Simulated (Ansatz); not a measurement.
# Se: the cost of one run

Method: DFT PBE+D3(BJ), scalar-relativistic, plane waves, PAW, in Ansatz 0.2.0.

2 further runs of the same task are left out: 2 set aside as unsound or not needed.

## 1. The starting structure

It takes space group P3_221 (No. 154, trigonal). The conventional cell has a = 4.066 Å, b = 4.066 Å, c = 5.128 Å, α = 90.00°, β = 90.00°, γ = 120.00°. Se (site symmetry 2) is surrounded by 2 Se at 2.44 Å.

Structure file:

```cif
data_structure
_symmetry_space_group_name_H-M 'P3_221'
_symmetry_Int_Tables_number 154
_cell_length_a 4.0664
_cell_length_b 4.0664
_cell_length_c 5.1281
_cell_angle_alpha 90.000
_cell_angle_beta 90.000
_cell_angle_gamma 120.000
_cell_volume 73.44
loop_
_atom_site_label
_atom_site_type_symbol
_atom_site_symmetry_multiplicity
_atom_site_Wyckoff_symbol
_atom_site_fract_x
_atom_site_fract_y
_atom_site_fract_z
_atom_site_occupancy
Se1 Se 3 b 0.24744 0.00000 0.16667 1
```

It is the result of an earlier relaxation at this level (volume 24.48 Å³/atom; gap on the mesh: 0.52 eV).

## 2. Electronic structure at the relaxed geometry

Input file input.yaml:

```yaml
crystal:
  lattice:
    - [4.0663877714, 0.0, 0.0]
    - [-2.0331938857, 3.5215951117, 0.0]
    - [0.0, 0.0, 5.128102203]
  atoms:
    - { symbol: Se, position: [0.2474441096, 0.0, 0.1666666667] }
    - { symbol: Se, position: [0.0, 0.2474441096, 0.8333333333] }
    - { symbol: Se, position: [0.7525558904, 0.7525558904, 0.5] }
basis:
  ecutwfc: 420
kpoints:
  mp_grid: { grid: [12, 12, 8] }
  band_path:
    path:
      - [[0.0, 0.0, 0.0], [0.5, 0.0, 0.0], [0.33333333, 0.33333333, 0.0], [0.0, 0.0, 0.0], [0.0, 0.0, 0.5], [0.5, 0.0, 0.5], [0.33333333, 0.33333333, 0.5], [0.0, 0.0, 0.5]]
      - [[0.5, 0.0, 0.5], [0.5, 0.0, 0.0]]
      - [[0.33333333, 0.33333333, 0.5], [0.33333333, 0.33333333, 0.0]]
    npoints: 14
hamiltonian:
  xc: pbe
  dispersion: d3bj
scf:
  occupations: { method: gaussian, width: 0.02 }
  n_extra_bands: 7
output:
  forces: true
  stress: true
  eigenvalues: true
  populations: true
  dos: { projected: true, de: 0.02, nscf_kmesh: { grid: [18, 18, 12] } }
  bader: true
```

Command:

```bash
> ansatz run input.yaml --threads 1 --pin off --max-ram 2560MiB --backend cpu --events-out ev --progress --plain --runs-dir out
```

Q: Estimate wall time and peak memory on 1 thread of an x86-64 CPU, shared host.

About 2 min, with a peak of 0.78 GiB.
